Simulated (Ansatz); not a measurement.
TiC: competing structures

These are results of Ansatz 0.2.0, DFT PBE, scalar-relativistic, plane waves, PAW, not measurements. All cells share a 420 eV cutoff and Γ-centred k meshes spaced at most about 0.3 Å⁻¹ (about 0.25 or finer for metals, 2π included). Spin is collinear in cells that carry moments; the others ran without spin or lost their moments.

Formation energies are uncorrected and refer to the elements' standard structures at the same level.

Temperature and zero-point effects are left out. The comparison covers the computed candidates alone. The reference form of C is held partly by dispersion forces, which this level lacks. The magnetic state reached may not be the lowest.

Invented guesses and database cells were relaxed alike, and ends that match in structure, energy and magnetic state were merged. ΔE counts from the first row. Coordination counts C atoms around Ti (those within 1.25 times the shortest such distance or 1.15 times the sum of covalent radii). The ends were matched against large subsets of the Crystallography Open Database and the Materials Project, so a missing match doesn't prove that a structure is unreported.

| # | reached from | type and space group | atoms | Å³/atom | coordination | ΔE (meV/atom) | gap on mesh (eV) | moments | in databases | checks |
| --- | --- | --- | --- | --- | --- | --- | --- | --- | --- | --- |
| 1 | a cell as deposited in COD | rock salt, Fm-3m (No. 225) | 2 | 10.2 | Ti 6 | 0 | 0.00 | none | COD | no imaginary mode at Γ (other wave vectors untested) |
| 2 | close-packed metal layers stacked ABCB | P6_3/mmc (No. 194) | 8 | 10.2 | Ti 6 | 93 | 0.00 | none | no match | no imaginary mode on a 3×3×1 q mesh |
| 3 | 6-connected net, two elements alternating | anti-nickel arsenide, P6_3/mmc (No. 194) | 4 | 10.2 | Ti 6 | 141 | 0.00 | none | no match | - |
| 4 | close-packed metal layers stacked A | tungsten carbide, P-6m2 (No. 187) | 2 | 10.8 | Ti 6 | 679 | 0.00 | none | no match | - |
| 5 | random cell | Cmmm (No. 65) | 2 | 10.7 | Ti 4 | 757 | 0.00 | none | no match | - |
| 6 | random cell | caesium chloride, Pm-3m (No. 221) | 2 | 10.0 | Ti 8 | 1179 | 0.00 | none | no match | - |
| 7 | random cell | Pm-3m (No. 221) | 6 | 12.8 | Ti 4 | 1335 | 0.00 | none | no match | - |
| 8 | random cell with space group Cmmm | Cmmm (No. 65) | 4 | 12.9 | Ti 2 | 1637 | 0.00 | none | no match | - |
| 9 | random cell | Cmmm (No. 65) | 6 | 18.6 | Ti 2 | 2429 | 0.00 | none | no match | - |
| 10 | random cell | P6/mmm (No. 191) | 4 | 16.9 | Ti 2 | 3027 | 0.00 | parallel, 0.6 μB | no match | - |

The lowest: Space group Fm-3m (No. 225), cubic, a = 4.333 Å. Ti has 6 C at 2.17 Å; around C lie 6 Ti at 2.17 Å. Its energy over the elements is −0.83 eV/atom. It is a structure that the Crystallography Open Database (COD) lists.

```
Ti C
1.0
     0.00000    2.16640    2.16640
     2.16640    0.00000    2.16640
     2.16640    2.16640    0.00000
Ti C
1 1
Direct
  0.50000 0.50000 0.50000
  0.00000 0.00000 0.00000
```

The second: Space group P6_3/mmc (No. 194), hexagonal, a = 3.101 Å, c = 9.783 Å. Around Ti on a site of symmetry -6m2 lie 6 C at 2.17 Å; Ti on a site of symmetry -3m is surrounded by 6 C at 2.17 Å; around C lie 6 Ti at 2.17 Å and 1 C at 2.45 Å. Counting C atoms around Ti, the first and the second both have Ti 6. Shaken at random and relaxed again, row 4 falls into row 1, 0.68 eV/atom lower, so it is a saddle point or a shallow minimum. Shaken at random and relaxed again, row 5 falls into row 1, 0.76 eV/atom lower, so it is a saddle point or a shallow minimum. Cells without such a test can be saddle points.

```cif
data_structure
_symmetry_space_group_name_H-M 'P 1'
_symmetry_Int_Tables_number 1
_cell_length_a 3.1012
_cell_length_b 3.1012
_cell_length_c 9.7827
_cell_angle_alpha 90.000
_cell_angle_beta 90.000
_cell_angle_gamma 120.000
_cell_volume 81.48
loop_
_atom_site_label
_atom_site_type_symbol
_atom_site_fract_x
_atom_site_fract_y
_atom_site_fract_z
_atom_site_occupancy
Ti1 Ti 0.66667 0.33333 0.75000 1
Ti2 Ti 0.00000 0.00000 0.00000 1
Ti3 Ti 0.33333 0.66667 0.25000 1
Ti4 Ti 0.00000 0.00000 0.50000 1
C1 C 0.33333 0.66667 0.87546 1
C2 C 0.66667 0.33333 0.12454 1
C3 C 0.66667 0.33333 0.37546 1
C4 C 0.33333 0.66667 0.62454 1
```

Some candidate types were left out of the draw beforehand, so a known form may be missing.
